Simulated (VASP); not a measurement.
Here is a VASP 6.6.1 calculation.

The input INCAR:

```
PREC     = Accurate       # precision mode
ENCUT    = 520            # plane-wave cutoff, eV
EDIFF    = 1E-6           # SCF threshold, eV
ISMEAR   = 1              # smearing method
SIGMA    = 0.1            # smearing width, eV
LREAL    = F              # projectors in reciprocal space
LASPH    = T              # aspherical terms in the spheres
NELM     = 80             # most SCF steps
ALGO     = Normal         # electronic algorithm
ISIF     = 2              # what is computed and relaxed
LWAVE    = F              # write WAVECAR
LCHARG   = F              # write CHGCAR
LNONCOLLINEAR= T              # non-collinear magnetism
MAGMOM   = 0 0 0          # initial moments
LORBIT   = 11             # projections on sites
LSORBIT  = T              # spin-orbit coupling
GGA_COMPAT= F            
LMAXMIX  = 4              # l up to which the mixer works
GGA      = PE             # functional
NBANDS   = 21             # bands
KPAR     = 4
```

KPOINTS

```
regular mesh
0
Gamma
  16 16 16
```

File POSCAR:

```
Pt                                      
1.0
    0.0000000000      1.9579378803      1.9579378803
    1.9579378803      0.0000000000      1.9579378803
    1.9579378803      1.9579378803      0.0000000000
  Pt            
     1
Direct
     0.0000000000000000    0.0000000000000000    0.0000000000000000
```

Contents of KPOINTS_OPT:

```
explicit points
252
Reciprocal
 0.0000000000  0.0000000000  0.0000000000 1
 0.0357142857  0.0000000000  0.0357142857 1
 0.0714285714  0.0000000000  0.0714285714 1
 0.1071428571  0.0000000000  0.1071428571 1
 0.1428571429  0.0000000000  0.1428571429 1
 0.1785714286  0.0000000000  0.1785714286 1
[... 244 lines left out ...]
 0.4922762400  0.0077237600  0.5000000000 1
 0.5077237600 -0.0077237600  0.5000000000 1
```

Potentials or basis: VASP PAW PBE potentials, release 64 (Pt).

The run is started by

```bash
$ cat potpaw_PBE.64/Pt/POTCAR > POTCAR
$ mpirun -np 4 vasp_ncl > vasp.out
```

Problem. Estimate the pressure.

Solution. 11.8 GPa.
